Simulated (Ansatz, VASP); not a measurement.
**PbF2: VASP beside Ansatz**

File INCAR:

```
  PREC = Accurate
  ENCUT = 520
  EDIFF = 1E-6
  ISMEAR = 0
  SIGMA = 0.05
  LREAL = False
  LASPH = True
  NELM = 60
  ALGO = Normal
  ISIF = 2
  LWAVE = False
  LCHARG = True
  GGA = PE
  LELF = True
  LVHAR = True
  NBANDS = 21
```

KPOINTS

```
regular mesh
0
Gamma
  8 8 8
```

File POSCAR:

```
PbF2
1.0
    0.0000000000      2.9698500000      2.9698500000
    2.9698500000      0.0000000000      2.9698500000
    2.9698500000      2.9698500000      0.0000000000
Pb F
1 2
Direct
    0.0000000000      0.0000000000      0.0000000000
    0.1973879152      0.1973879152      0.3026120848
    0.6973879152      0.6973879152      0.8026120848
```

Input for Ansatz:

```yaml
crystal:
  lattice:
    - [0.0, 2.96985, 2.96985]
    - [2.96985, 0.0, 2.96985]
    - [2.96985, 2.96985, 0.0]
  atoms:
    - { symbol: Pb, position: [0.0, 0.0, 0.0] }
    - { symbol: F, position: [0.1973879152, 0.1973879152, 0.3026120848] }
    - { symbol: F, position: [0.6973879152, 0.6973879152, 0.8026120848] }
basis:
  ecutwfc: 420
kpoints:
  mp_grid: { grid: [8, 8, 8] }
hamiltonian:
  xc: pbe
scf:
  occupations: { method: gaussian, width: 0.05 }
output:
  forces: true
  stress: true
  eigenvalues: true
```

Change from the starting cell: all F atoms moved +0.312 Å, as atom 2 towards its neighbour atom 3 (F) at 2.970 Å.

Alike in both runs: task single point; functional PBE; k mesh 8 × 8 × 8; occupations gaussian, width 0.05 eV; no spin polarisation.

|  | VASP | Ansatz |
| --- | --- | --- |
| version | VASP 6.6.1 | Ansatz 0.2.0 |
| potentials or method | VASP PAW PBE potentials, release 64 (Pb_d, F) | scalar-relativistic, plane waves, PAW |
| plane-wave cutoff (eV) | 520 | 420 |
| valence electrons in the cell | 28 | 28 |

VASP gave:

| Item | Value |
| --- | --- |
| gap on the k mesh at the Fermi level (eV) | 4.31 |
| least direct gap on the mesh (eV) | 4.63 |
| pressure (GPa) | 4.2 |
| largest component of the traceless stress (GPa) | 0.11 |
| rms of the force components (eV/Å) | 0.275 |

Task: Which values does Ansatz return?

Result: gap on the k mesh at the Fermi level (eV): 4.31; least direct gap on the mesh (eV): 4.64; pressure (GPa): 4.4; largest component of the traceless stress (GPa): 0.14; rms of the force components (eV/Å): 0.267.

Atom by atom the forces differ by 0.008 eV/Å (rms over components). With one functional, cell and mesh, what is left measures potentials, basis and numerics.

Caveats: spin-orbit coupling is left out, which as a rule narrows the gap of such compounds by several tenths of an eV. A k mesh can miss the band edges.
